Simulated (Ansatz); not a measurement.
ZrS2:

```
Zr S
1.0
     3.69138    0.00000    0.00000
    -1.84569    3.19683    0.00000
     0.00000    0.00000    6.04108
Zr S
1 2
Direct
  0.00000 0.00000 0.00000
  0.33333 0.66667 0.23791
  0.66667 0.33333 0.76209
```

The cell is a database's computed one.

Base run:

```yaml
Program: Ansatz 0.2.0
Functional: PBE
Potentials_or_basis: Ansatz PAW
Cutoff: 250 eV
Density_cutoff: 1000 eV
k_mesh: 8 × 8 × 5
Occupations: fermi-dirac, width 0.05 eV
Spin: no spin polarisation
```

Its results: band gap on the k mesh 1.05 eV, indirect (least direct gap 1.63 eV); pressure 1.0 GPa; largest force 0.111 eV/Å.

**Question.** The run is repeated on the same cell with these changes: functional from PBE to r2SCAN; cutoff from 250 eV to 500 eV (not typed: the program's choice for these potentials); spin from no spin polarisation to spin-orbit coupling, no magnetisation; potential files from those of the base run to others of the same set. What comes out?

**Answer.** Band gap on the k mesh 1.36 eV, indirect (least direct gap 1.93 eV); pressure 0.0 GPa; largest force 0.019 eV/Å.

Several settings changed at once, so the effect can't be laid on one alone.

Caveats: odd divisions of the mesh miss points on the zone boundary, where band edges often lie, so the gap on the mesh can be too wide (some runs); the pressure holds a Pulay correction of +4.8 GPa for the finite cutoff (some runs); this functional lacks dispersion, which binds the layers, so the pressure and a relaxed spacing across them are unreliable (some runs); the cutoff lies under the one recommended for these potentials (some runs); the PAW data sets come from PBE, with cores solved anew for the run's functional, which leaves a small shift of forces and pressure (some runs).
